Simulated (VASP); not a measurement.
# Te2Pt (P-3m1) in VASP: band structure with PBE0

Aim: the band structure of Te2Pt with PBE0.

Everything below comes from runs of VASP 6.6.1. Logs are shortened: lines on timing, memory, paths and dates and some standing lists are left out, and cuts for length are marked.

## 1. Starting point

The structure is trigonal, space group P-3m1 (No. 164). The conventional cell has a = 4.050 Å, b = 4.050 Å, c = 5.091 Å, α = 90.00°, β = 90.00°, γ = 120.00°. Te (site symmetry 3m) is surrounded by 3 Pt at 2.70 Å. Pt (site symmetry -3m) has 6 Te at 2.70 Å as nearest neighbours.

## 2. Band structure, PBE0

POSCAR reads:

```
Te2Pt                                   
1.0
    4.0504896228      0.0000000000      0.0000000000
   -2.0252448114      3.5078269120      0.0000000000
    0.0000000000      0.0000000000      5.0912853863
  Te              Pt            
     2     1
Direct
     0.3333333300000021    0.6666666699999979    0.2664676192308661
     0.6666666699999979    0.3333333300000021    0.7335323807691339
     0.0000000000000000    0.0000000000000000    0.0000000000000000
```

INCAR.step1 reads:

```
SYSTEM = Te2Pt
ALGO     = Normal         ! electronic algorithm
EDIFF    = 1E-5           ! SCF threshold, eV
ENCUT    = 520            ! plane-wave cutoff, eV
GGA      = PE             ! functional
ISIF     = 2              ! what is computed and relaxed
ISMEAR   = 0              ! smearing method
KPAR     = 4            
LASPH    = .True.         ! aspherical terms in the spheres
LCHARG   = .False.        ! write CHGCAR
LMAXMIX  = 4              ! l up to which the mixer works
LREAL    = .False.        ! projectors in reciprocal space
LWAVE    = .True.         ! write WAVECAR
NBANDS   = 18             ! bands
NELM     = 100            ! most SCF steps
PREC     = Accurate       ! precision mode
SIGMA    = 0.02           ! smearing width, eV
```

INCAR.step2 reads:

```
SYSTEM = Te2Pt
AEXX     = 0.25           ! exact-exchange fraction
ALGO     = Normal         ! electronic algorithm
EDIFF    = 1E-7           ! SCF threshold, eV
ENCUT    = 520            ! plane-wave cutoff, eV
GGA      = PE             ! functional
HFRCUT   = -1           
ISIF     = 2              ! what is computed and relaxed
ISMEAR   = 0              ! smearing method
ISTART   = 1            
KPAR     = 4            
LASPH    = .True.         ! aspherical terms in the spheres
LCHARG   = .False.        ! write CHGCAR
LHFCALC  = .True.         ! exact exchange
LMAXMIX  = 4              ! l up to which the mixer works
LREAL    = .False.        ! projectors in reciprocal space
LWAVE    = .False.        ! write WAVECAR
NBANDS   = 18             ! bands
NELM     = 100            ! most SCF steps
PREC     = Accurate       ! precision mode
PRECFOCK = Fast         
SIGMA    = 0.02           ! smearing width, eV
```

KPOINTS reads:

```
k-points
0
Gamma
  6 6 4
  0 0 0
```

KPOINTS_OPT reads:

```
path GMKGALHA,LM,KH
12
line-mode
reciprocal
 0.0000000000  0.0000000000  0.0000000000  G
 0.5000000000  0.0000000000  0.0000000000  M

 0.5000000000  0.0000000000  0.0000000000  M
 0.3333333333  0.3333333333  0.0000000000  K

 0.3333333333  0.3333333333  0.0000000000  K
 0.0000000000  0.0000000000  0.0000000000  G

 0.0000000000  0.0000000000  0.0000000000  G
 0.0000000000  0.0000000000  0.5000000000  A

 0.0000000000  0.0000000000  0.5000000000  A
 0.5000000000  0.0000000000  0.5000000000  L

 0.5000000000  0.0000000000  0.5000000000  L
 0.3333333333  0.3333333333  0.5000000000  H

 0.3333333333  0.3333333333  0.5000000000  H
 0.0000000000  0.0000000000  0.5000000000  A

 0.5000000000  0.0000000000  0.5000000000  L
 0.5000000000  0.0000000000  0.0000000000  M

 0.3333333333  0.3333333333  0.0000000000  K
 0.3333333333  0.3333333333  0.5000000000  H
```

Potentials or basis: VASP PAW PBE potentials, release 64 (Te, Pt).

The run is started by

```bash
$ cat potpaw_PBE.64/Te/POTCAR potpaw_PBE.64/Pt/POTCAR > POTCAR
$ cp INCAR.step1 INCAR
$ mpirun -np 4 vasp_std > vasp.out
$ cp INCAR.step2 INCAR
$ mpirun -np 4 vasp_std > vasp.out
```

OUTCAR:

```text
SYSTEM = Te2Pt
   AEXX = 0.25
   EDIFF = 1E-7
   ENCUT = 520
   GGA = PE
   ISIF = 2
   ISMEAR = 0
   ISTART = 1
   LASPH = .True.
   LHFCALC = .True.
   LREAL = .False.
   NELM = 100
   PREC = Accurate
   PRECFOCK = Fast

 ion  position               nearest neighbor table
   1  0.333  0.667  0.266-   3 2.70   3 2.70   3 2.70   2 3.34   2 3.34   2 3.34   2 3.58   2 3.58
                             2 3.58
   2  0.667  0.333  0.734-   3 2.70   3 2.70   3 2.70   1 3.34   1 3.34   1 3.34   1 3.58   1 3.58
                             1 3.58
   3  0.000  0.000  0.000-   1 2.70   2 2.70   2 2.70   1 2.70   2 2.70   1 2.70

  LATTYP: Found a hexagonal cell.
 ALAT       =     4.0504896228
 C/A-ratio  =     1.2569555438

  Lattice vectors:

 A1 = (   4.0504896228,   0.0000000000,   0.0000000000)
 A2 = (  -2.0252448114,   3.5078269120,   0.0000000000)
 A3 = (   0.0000000000,   0.0000000000,   5.0912853863)

Analysis of symmetry for initial positions (statically):
=====================================================================
 Subroutine PRICEL returns:
 Original cell was already a primitive cell.

 Routine SETGRP: Setting up the symmetry group for a
 hexagonal supercell.

 Subroutine GETGRP returns: Found 12 space group operations
 (whereof 12 operations were pure point group operations)
 out of a pool of 24 trial point group operations.

The static configuration has the point symmetry D_3d.

Analysis of symmetry for dynamics (positions and initial velocities):
=====================================================================
 Subroutine PRICEL returns:
 Original cell was already a primitive cell.

 Routine SETGRP: Setting up the symmetry group for a
 hexagonal supercell.

 Subroutine GETGRP returns: Found 12 space group operations
 (whereof 12 operations were pure point group operations)
 out of a pool of 24 trial point group operations.

The dynamic configuration has the point symmetry D_3d.

 Subroutine INISYM returns: Found 12 space group operations
 (whereof 12 operations are pure point group operations),
 and found     1 'primitive' translations

----------------------------------------------------------------------------------------

                                     Primitive cell

  volume of cell :      72.3391

  direct lattice vectors                    reciprocal lattice vectors
     4.050489623  0.000000000  0.000000000     0.246883733  0.142538390  0.000000000
    -2.025244811  3.507826912  0.000000000     0.000000000  0.285076780  0.000000000
     0.000000000  0.000000000  5.091285386     0.000000000  0.000000000  0.196414053

  length of vectors
     4.050489623  4.050489624  5.091285386     0.285076780  0.285076780  0.196414053

  position of ions in fractional coordinates (direct lattice)
     0.333333330  0.666666670  0.266467619
     0.666666670  0.333333330  0.733532381
     0.000000000  0.000000000  0.000000000

  ion indices of the primitive-cell ions
   primitive index   ion index
                 1           1
                 2           2
                 3           3

----------------------------------------------------------------------------------------

 KPOINTS: k-points

Automatic generation of k-mesh.
 Grid dimensions read from file:
 generate k-points for:    6    6    4

 Generating k-lattice:

  Cartesian coordinates                     Fractional coordinates (reciprocal lattice)
     0.041147289  0.023756398  0.000000000     0.166666667 -0.000000000  0.000000000
     0.000000000  0.047512797  0.000000000     0.000000000  0.166666667  0.000000000
     0.000000000  0.000000000  0.049103513     0.000000000  0.000000000  0.250000000

  Length of vectors
     0.047512797  0.047512797  0.049103513

  Shift w.r.t. Gamma in fractional coordinates (k-lattice)
     0.000000000  0.000000000  0.000000000

 Subroutine IBZKPT returns following result:
 ===========================================

 Found     24 irreducible k-points:

 Following reciprocal coordinates:
            Coordinates               Weight
  0.000000  0.000000  0.000000      1.000000
  0.166667  0.000000  0.000000      6.000000
  0.333333  0.000000  0.000000      6.000000
  0.500000  0.000000  0.000000      3.000000
  0.166667  0.166667  0.000000      6.000000
  0.333333  0.166667  0.000000     12.000000
[... 16 lines left out ...]
  0.333333  0.166667  0.500000     12.000000
  0.333333  0.333333  0.500000      2.000000
   k-points           NKPTS =     24   k-points in BZ     NKDIM =    144   number of bands    NBANDS=     18
   number of dos      NEDOS =    301   number of ions     NIONS =      3
   total plane-waves  NPLWV =  36000
   dimension x,y,z NGX =    30 NGY =   30 NGZ =   40
   dimension x,y,z NGXF=    60 NGYF=   60 NGZF=   80
   ions per type =               2   1
   NGX,Y,Z   is equivalent  to a cutoff of  12.31, 12.31, 13.06 a.u.
   NGXF,Y,Z  is equivalent  to a cutoff of  24.63, 24.63, 26.12 a.u.
 SYSTEM =  Te2Pt
   PREC   = accura    normal or accurate (medium, high low for compatibility)
   ISTART =      1    job   : 0-new  1-cont  2-samecut
   ICHARG =      0    charge: 1-file 2-atom 10-const
   ISPIN  =      1    spin polarized calculation?
   LNONCOLLINEAR =      F non collinear calculations
   LSORBIT =      F    spin-orbit coupling
   LASPH  =      T    aspherical Exc in radial PAW
   ENCUT  =  520.0 eV  38.22 Ry    6.18 a.u.   7.53  7.53  9.47*2*pi/ulx,y,z
   NELM   =    100;   NELMIN=  2; NELMDL=  0     # of ELM steps
   EDIFF  = 0.1E-06   stopping-criterion for ELM
   LREAL  =      F    real-space projection
   EDIFFG = 0.1E-05   stopping-criterion for IOM
   NSW    =      0    number of steps for IOM
   IBRION =     -1    ionic relax: 0-MD 1-quasi-New 2-CG
   NFREE  =      0    steps in history (QN), initial steepest desc. (CG)
   ISIF   =      2    stress and relaxation
   ISYM   =      3    0-nonsym 1-usesym 2-fastsym
   POTIM  = 0.5000    time-step for ionic-motion
   TEBEG  =    0.0;   TEEND  =   0.0 temperature during run
   PSTRESS=    0.0 pullay stress
   NELECT =      22.0000    total number of electrons
   NUPDOWN=      -1.0000    fix difference up-down
   EMIN   =  10.00;   EMAX   =-10.00  energy-range for DOS
   EFERMI =   0.00;   METHOD = LEGACY
   ISMEAR =     0;   SIGMA  =   0.02  broadening in eV -4-tet -1-fermi 0-gaus
   EFERMI_NEDOS =   21; number of points for ismear=-14 and -15
   IALGO  =     38    algorithm
   IMIX   =      1    mixing-type and parameters
     AMIX     =   0.40;   BMIX     =  1.00
     AMIX_MAG =   1.60;   BMIX_MAG =  1.00
  volume/ion in A,a.u.               =      24.11       162.72
  Fermi-wavevector in a.u.,A,eV,Ry     =   1.100926  2.080448 16.490770  1.212037
  Thomas-Fermi vector in A             =   2.237345
   LORBIT       =      0    0 simple, 1 ext, 2 COOP (PROOUT), +10 PAW based schemes
   GGA     = PE    functional components
   LHFCALC =     T    Hartree Fock is set to
   PRECFOCK=fast      Normal, Fast or Accurate (Low or Medium for compatibility)
   ENCUT4O =  -1.0   cutoff for four orbital integrals eV
   NKREDX  =     1    reduce k-point grid by
   NKREDY  =     1    reduce k-point grid by
   NKREDZ  =     1    reduce k-point grid by
   AEXX    =    0.2500 exact exchange contribution
   HFSCREEN=    0.0000 screening length (either q_TF or 0.3 A-1)
   HFSCREENC=   0.0000 screening length for correlation (either q_TF or 0.3 A-1)
   ENCUTFOCK=  -1.0 apply spherical cutoff to Coloumb kernel
   IVDW    =     0    specifies the selected vdW correction
   LEPSILON=     F    determine dielectric tensor
   LRPA    =     F    only Hartree local field effects (RPA)
 non-spin polarized calculation
 Gauss-broadening in eV      SIGMA  =   0.02
  energy-cutoff  :      520.00
  volume of cell :       72.34
 maximum number of plane-waves:      1966
  NGX = 18; NGY = 18; NGZ = 24

 number of electron      21.9999996 magnetization

 Free energy of the ion-electron system (eV)
  ---------------------------------------------------
  ext. energy  EPLUGINS =         0.00000000
  ---------------------------------------------------
  free energy    TOTEN  =       -17.82635194 eV

  energy without entropy =      -17.82605748  energy(sigma->0) =      -17.82620471

 E-fermi :   8.5744     XC(G=0):  -8.3928

 val. band max:        8.5606931791   @ k =   0.0000   0.3333   0.2500
 cond. band min:       9.2048993327   @ k =   0.0000   0.0000   0.2500
 fundamental gap:      0.6442061536
 Fermi energy:         8.5743745860

 k-point     1 :       0.0000    0.0000    0.0000
  band No.  band energies     occupation
      1      -7.3704      2.00000
      2      -3.3055      2.00000
      3       0.5171      2.00000
      4       1.7112      2.00000
      5       1.7112      2.00000
      6       3.6038      2.00000
[... 10 lines left out ...]
     17      15.6199      0.00000
     18      19.0991      0.00000

 k-point     2 :       0.1667    0.0000    0.0000
  band No.  band energies     occupation
      1      -7.0292      2.00000
      2      -3.5230      2.00000
      3       0.8998      2.00000
      4       1.9010      2.00000
      5       2.0012      2.00000
      6       3.4038      2.00000
[... 10 lines left out ...]
     17      16.1382      0.00000
     18      17.0499      0.00000

 k-point     3 :       0.3333    0.0000    0.0000
  band No.  band energies     occupation
      1      -6.1531      2.00000
      2      -4.0726      2.00000
      3       1.5428      2.00000
      4       1.9953      2.00000
      5       2.3168      2.00000
      6       3.0233      2.00000
[... 10 lines left out ...]
     17      15.8108      0.00000
     18      17.3213      0.00000

 k-point     4 :       0.5000    0.0000    0.0000
  band No.  band energies     occupation
      1      -5.2325      2.00000
      2      -4.7447      2.00000
      3       0.7262      2.00000
      4       2.4974      2.00000
      5       2.5754      2.00000
      6       3.8437      2.00000
[... 375 lines left out ...]
      4       1.5943      2.00000
      5       2.6311      2.00000
      6       2.9814      2.00000
[... 10 lines left out ...]
     17      16.6783      0.00000
     18      18.1052      0.00000

 k-point    23 :       0.3333    0.1667    0.5000
  band No.  band energies     occupation
      1      -5.0368      2.00000
      2      -4.6722      2.00000
      3       0.6022      2.00000
      4       1.2823      2.00000
      5       2.4621      2.00000
      6       3.1972      2.00000
[... 10 lines left out ...]
     17      17.4266      0.00000
     18      18.3794      0.00000

 k-point    24 :       0.3333    0.3333    0.5000
  band No.  band energies     occupation
      1      -4.7064      2.00000
      2      -4.7064      2.00000
      3       1.2370      2.00000
      4       1.2370      2.00000
      5       1.7764      2.00000
      6       3.3934      2.00000
[... 10 lines left out ...]
     17      16.5904      0.00000
     18      18.0615      0.00000

------------------------ aborting loop because EDIFF is reached ----------------------------------------

  FORCE on cell =-STRESS in cart. coord.  units (eV):
  Direction    XX          YY          ZZ          XY          YZ          ZX
  --------------------------------------------------------------------------------------
  -------------------------------------------------------------------------------------
  Total       -0.4327026     -0.4327026      0.3684340      0.0000000      0.0000000      0.0000000
  in kB       -9.5835619     -9.5835619      8.1601309      0.0000000      0.0000000      0.0000000
  external PRESSURE =      -3.6689976 kB  Pullay stress =       0.0000000 kB

 VOLUME and BASIS-vectors are now :
 -----------------------------------------------------------------------------
  energy-cutoff  :      520.00
  volume of cell :       72.34
      direct lattice vectors                 reciprocal lattice vectors
     4.050489623  0.000000000  0.000000000     0.246883733  0.142538390  0.000000000
    -2.025244811  3.507826912  0.000000000     0.000000000  0.285076780  0.000000000
     0.000000000  0.000000000  5.091285386     0.000000000  0.000000000  0.196414053

 POSITION                                       TOTAL-FORCE (eV/Angst)
 -----------------------------------------------------------------------------------
     -0.00000      2.33855      1.35666        -0.000000      0.000000     -0.518066
      2.02524      1.16928      3.73462         0.000000      0.000000      0.518066
      0.00000      0.00000      0.00000         0.000000      0.000000     -0.000000
 -----------------------------------------------------------------------------------
    total drift:                               -0.000000     -0.000000      0.000000

  FREE ENERGIE OF THE ION-ELECTRON SYSTEM (eV)
  ---------------------------------------------------
  free  energy   TOTEN  =       -17.8263519359 eV

  energy  without entropy=      -17.8260574838  energy(sigma->0) =      -17.82620471
```

It took 87 min on 4 MPI ranks of Intel Xeon Platinum 8375C at 2.90GHz (Ice Lake), shared host; peak memory 0.32 GiB.

Results:

- Free energy: -17.8264 eV
- Pressure: -0.4 GPa
- Largest force: 0.518 eV/Å
- Band gap along the path: none (metal or under the smearing width)

Forces on the atoms (eV/Å):
```
Te   0.000  0.000 -0.518
Te   0.000  0.000  0.518
Pt   0.000  0.000  0.000
```

Stress tensor (GPa, compression positive):
```
-0.96  0.00  0.00
 0.00 -0.96  0.00
 0.00  0.00  0.82
```

Levels at the corners of the path, in eV from the Fermi level:
```csv
point,band 8,band 9,band 10,band 11,band 12,band 13,band 14,band 15
Γ,-3.73,-0.84,-0.84,1.23,1.23,2.14,3.41,5.17
M,-4.56,-4.35,-3.93,-3.66,0.70,3.61,4.86,6.42
M,-4.56,-4.35,-3.93,-3.66,0.70,3.61,4.86,6.42
K,-4.91,-2.45,-2.45,-2.37,-0.09,-0.09,3.51,7.54
K,-4.91,-2.45,-2.45,-2.37,-0.09,-0.09,3.51,7.54
Γ,-3.73,-0.84,-0.84,1.23,1.23,2.14,3.41,5.17
Γ,-3.73,-0.84,-0.84,1.23,1.23,2.14,3.41,5.17
A,-2.79,-1.82,-1.80,-1.80,3.02,3.02,5.10,5.87
A,-2.79,-1.82,-1.80,-1.80,3.02,3.02,5.10,5.87
L,-4.62,-4.31,-2.88,-0.99,0.75,2.11,5.44,5.69
L,-4.62,-4.31,-2.88,-0.99,0.75,2.11,5.44,5.69
H,-4.91,-4.76,-3.82,-3.82,3.62,3.62,7.26,7.89
H,-4.91,-4.76,-3.82,-3.82,3.62,3.62,7.26,7.89
A,-2.79,-1.82,-1.80,-1.80,3.02,3.02,5.10,5.87
L,-4.62,-4.31,-2.88,-0.99,0.75,2.11,5.44,5.69
M,-4.56,-4.35,-3.93,-3.66,0.70,3.61,4.86,6.42
K,-4.91,-2.45,-2.45,-2.37,-0.09,-0.09,3.51,7.54
H,-4.91,-4.76,-3.82,-3.82,3.62,3.62,7.26,7.89
```

Caveat: the PAW data sets were made with another functional, which shifts forces and pressure a little; spin-orbit coupling is left out, which moves the levels of the heavy elements.
